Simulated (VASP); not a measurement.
Wanted: an ASE script for a VASP 6.6.1 run.

* Task: density of states
* Functional: LAK
* Potentials or basis: VASP PAW PBE potentials, release 64 (Ir_sv_GW)
* Cutoff: 600 eV
* k mesh: 12 × 12 × 12
* Occupations: gaussian, width 0.05 eV
* Spin: collinear spin, antiferromagnetic start
* Starting moments: [0.6, -0.6] μB
* Supercell matrix: [1, 1, 0, -1, 1, 0, 0, 0, 1]
* Further INCAR settings: LASPH = .FALSE.; ALGO = Normal; EDIFF = 1.00e-06

Crystal: Ir.

```
Ir
1.0
     1.91560    1.91560    3.83120
     1.91560   -1.91560    0.00000
     1.91560    1.91560    0.00000
Ir
2
Direct
  0.00000 0.00000 0.00000
  0.50000 0.50000 0.00000
```

These files were run (other wordings do the same):

run.py

```python
from ase import Atoms
from ase.calculators.vasp import Vasp
from ase.dft.dos import DOS

atoms = Atoms(
    ['Ir', 'Ir'],
    cell=[[1.9156, 1.9156, 3.8312], [1.9156, -1.9156, 0.0], [1.9156, 1.9156, 0.0]],
    scaled_positions=[[0.0, 0.0, 0.0], [0.5, 0.5, 0.0]],
    pbc=True,
)
atoms.set_initial_magnetic_moments([0.6, -0.6])
calc = Vasp(
    directory='calc',
    pp='PBE',
    setups='gw',
    prec='Accurate',
    encut=600,
    ediff=1e-06,
    ismear=0,
    sigma=0.05,
    lreal=False,
    lasph=False,
    nelm=80,
    algo='Normal',
    isif=2,
    lwave=False,
    lcharg=False,
    ispin=2,
    lorbit=11,
    lmaxmix=4,
    metagga='LAK',
    lmixtau=True,
    kpts=[12, 12, 12],
    gamma=True,
)
atoms.calc = calc

print('energy (eV):', atoms.get_potential_energy())
print('free energy (eV):', atoms.get_potential_energy(force_consistent=True))
print('forces (eV/A):')
print(atoms.get_forces())
print('stress (eV/A^3, Voigt):', atoms.get_stress())
print('Fermi level (eV):', calc.get_fermi_level())
print('moment (muB):', atoms.get_magnetic_moment())
print('site moments (muB):', atoms.get_magnetic_moments())
dos = DOS(calc, width=0.05, window=(-10, 10), npts=301)
print('E - E_F (eV), DOS (1/eV)')
for e, g in zip(dos.get_energies(), dos.get_dos()):
    print(f'{e:8.3f} {g:10.4f}')
```

Potentials or basis: VASP PAW PBE potentials, release 64 (Ir_sv_GW).

The run is started by

```sh
$ python run.py
```

It gave:

```json
{
 "Pressure": "10.6 GPa",
 "Band gap on the k mesh": "none (metal or under the smearing width)",
 "Net moment": "0.00 μB per cell",
 "Valence electrons inside the program's atomic spheres": "Ir 16.04"
}
```

Caveat: the PAW data sets were made with another functional, which shifts forces and pressure a little.

Wall time 10 min on 1 thread of Intel(R) Xeon(R) 6975P-C (Granite Rapids), with other jobs on the host, peak memory 0.36 GiB.
